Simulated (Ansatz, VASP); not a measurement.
PbS (Galena): VASP beside Ansatz

```
Pb S
1.0
     0.00000    2.96575    2.96575
     2.96575    0.00000    2.96575
     2.96575    2.96575    0.00000
Pb S
1 1
Direct
  0.00000 0.00000 0.00000
  0.50000 0.50000 0.50000
```

Alike in both runs: task single point; functional PBE; k mesh 8 × 8 × 8; occupations gaussian, width 0.015 eV; no spin polarisation.

|  | VASP | Ansatz |
| --- | --- | --- |
| version | VASP 6.6.1 | Ansatz 0.2.0 |
| potentials or method | VASP PAW PBE potentials, release 64 (Pb_d, S), cutoff 520 eV | all-electron LAPW, scalar-relativistic |

VASP gave:

* gap on the k mesh at the Fermi level (eV): 0.36
* least direct gap on the mesh (eV): 0.36
* pressure (GPa): 2.1

Q: Which values does Ansatz return?

A: gap on the k mesh at the Fermi level (eV): 0.36; least direct gap on the mesh (eV): 0.36; pressure (GPa): 2.2.

Ansatz ran all-electron here, so the differences hold the error of VASP's frozen core and of both bases.

Caveats: spin-orbit coupling is left out, which as a rule narrows the gap of such compounds by several tenths of an eV.
